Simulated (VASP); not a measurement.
**VASP 6.6.1 run: KF**

INCAR

```
EDIFF = 1E-7
GGA = PE
ISIF = 2
SIGMA = 0.02
LCHARG = .FALSE.
LASPH = .TRUE.
ISMEAR = -1
LWAVE = .FALSE.
NELM = 85
LREAL = .FALSE.
IBRION = -1
PREC = Accurate
NBANDS = 7
ENCUT = 520
NSW = 0
```

KPOINTS

```
KPOINTS created by Atomic Simulation Environment
0
Gamma
8 8 8
0 0 0
```

POSCAR

```
K  F
 1.0000000000000000
     3.1051209410000000    0.0000000000000000    0.0000000000000000
     0.0000000000000000    3.1051209410000000    0.0000000000000000
     0.0000000000000000    0.0000000000000000    3.1788707423000000
 K   F
   1   1
Cartesian
  0.0000000000000000  0.0000000000000000  0.0000000000000000
  1.5525604705000000  1.5525604705000000  1.5894353711500004
```

The recommended PBE PAW datasets give the neutral cell 16 valence electrons.

Command

```
mpirun -np 1 vasp_std
```

Standard output (part)

```
POSCAR found type information on POSCAR K F
 POSCAR found :  2 types and       2 ions
 LDA part: xc-table for (Slater+PW92), standard interpolation
|     EEEEEEE  RRRRRR   RRRRRR   OOOOOOO  RRRRRR      ###     ###     ###     |
|     E        R     R  R     R  O     O  R     R     ###     ###     ###     |
|     E        R     R  R     R  O     O  R     R     ###     ###     ###     |
|     EEEEE    RRRRRR   RRRRRR   O     O  RRRRRR       #       #       #      |
|     E        R    R   R    R   O     O  R    R      ###     ###     ###     |
|     EEEEEEE  R     R  R     R  OOOOOOO  R     R     ###     ###     ###     |
|     The number of bands is not sufficient to hold all electrons. I am       |
|     sorry, but this calculation does not make sense. If you want to         |
|     calculate only selected states, you need to set either EFERMI or        |
|     EREF. EREF specifies around which energy states are supposed to be      |
|     calculated.                                                             |
|     I found NBANDS = 7, NELECT = 16.                                        |
|       ---->  I REFUSE TO CONTINUE WITH THIS SICK JOB ... BYE!!! <----       |
```

VASP stopped before the first electronic step.

Q: What is wrong with this input?

A: Too few bands. VASP stopped before the first electronic step.
